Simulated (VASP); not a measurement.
Crystal: BaTiO3.

```
Ba Ti O
1.0
     2.88308    1.66454    2.36309
    -2.88308    1.66454    2.36309
     0.00000   -3.32909    2.36309
Ba Ti O
1 1 3
Direct
  0.99803 0.99803 0.99803
  0.48597 0.48597 0.48597
  0.50930 0.50930 0.01660
  0.01660 0.50930 0.50930
  0.50930 0.01660 0.50930
```

The cell isn't the ideal one: a relaxed cell with its volume scaled by 1.06.

```yaml
Program: VASP 6.6.1
Task: relaxation of shape and atoms at fixed volume
Functional: PBEsol
Potentials_or_basis: VASP PAW PBE potentials, release 64 (Ba_sv, Ti_sv, O)
Cutoff: 600 eV
k_mesh: 7 × 7 × 7
Occupations: gaussian, width 0.03 eV
Spin: no spin polarisation
```

At the start: pressure -8.8 GPa; volume 13.61 Å³/atom.

Task: Where does the relaxation end?

Result: Over 8 steps the energy falls by 7.7 meV/atom; space group R3m (No. 160, to 0.05 Å).

The path:
| step | energy change (eV) | largest force (eV/Å) | pressure (GPa) |
| --- | --- | --- | --- |
| 1 | 0.0000 | 0.5256 | -8.84 |
| 2 | -0.0274 | 0.3427 | -7.32 |
| 3 | -0.0348 | 0.1079 | -5.91 |
| 4 | -0.0370 | 0.0950 | -5.75 |
| 5 | -0.0376 | 0.0886 | -5.59 |
| 6 | -0.0384 | 0.0348 | -5.72 |
| 7 | -0.0385 | 0.0259 | -5.75 |
| 8 | -0.0386 | 0.0063 | -5.66 |

Final structure:
```yaml
crystal:
  lattice:
    - [2.87727, 1.66119, 2.37263]
    - [-2.87727, 1.66119, 2.37263]
    - [0.00000, -3.32239, 2.37263]
  atoms:
    - { symbol: Ba, position: [0.99400, 0.99400, 0.99400] }
    - { symbol: Ti, position: [0.47851, 0.47851, 0.47851] }
    - { symbol: O, position: [0.51117, 0.51117, 0.02436] }
    - { symbol: O, position: [0.02436, 0.51117, 0.51117] }
    - { symbol: O, position: [0.51117, 0.02436, 0.51117] }
```

Caveat: the PAW data sets were made with another functional, which shifts forces and pressure a little.
